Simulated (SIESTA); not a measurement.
The system is Ge.

```
CELL_PARAMETERS angstrom
1.48805 -2.59469 0.00000
1.48805 2.59469 0.00000
0.00000 0.00000 4.72760
ATOMIC_POSITIONS crystal
Ge 0.33345 0.66655 0.25000
Ge 0.66655 0.33345 0.75000
```

This isn't the form of Ge at room conditions, which is diamond.

* Program: SIESTA 5.4.2
* Task: single point
* Functional: PBEsol
* Potentials or basis: PseudoDojo 0.4 standard (PBEsol files)
* Basis: DZP (energy shift 0.003 Ry; two zetas on semicore shells)
* Grid cutoff: 800 Ry
* Energy shift: 0.003 Ry
* k mesh: 10 × 10 × 6
* Occupations: fermi-dirac, width 0.05 eV
* Spin: no spin polarisation

On this cell: pressure 1.9 GPa; largest force under 0.003 eV/Å; band gap on the k mesh none (metal or under the smearing width).

The same run follows on a disturbed copy (atoms moved at random, drawn with an rms of 0.05 Å):

```
CELL_PARAMETERS angstrom
1.48805 -2.59469 0.00000
1.48805 2.59469 0.00000
0.00000 0.00000 4.72760
ATOMIC_POSITIONS crystal
Ge 0.32710 0.67936 0.25322
Ge 0.67910 0.33589 0.74526
```

Question: What changes?

Answer: The energy (extrapolated to zero smearing) moves by +0.1 meV/atom; pressure 1.9 GPa; largest force 0.048 eV/Å; band gap on the k mesh none (metal or under the smearing width).

Forces in eV/Å, atoms in the order of the input:
```
Ge   0.003 -0.011 -0.046
Ge  -0.003  0.011  0.046
```

Stress tensor (GPa, compression positive):
```
 1.04  0.00 -0.03
 0.00  0.85  0.05
-0.03  0.05  3.85
```

Caveats: the basis of atomic orbitals isn't converged, which shifts pressures, moduli and gaps.
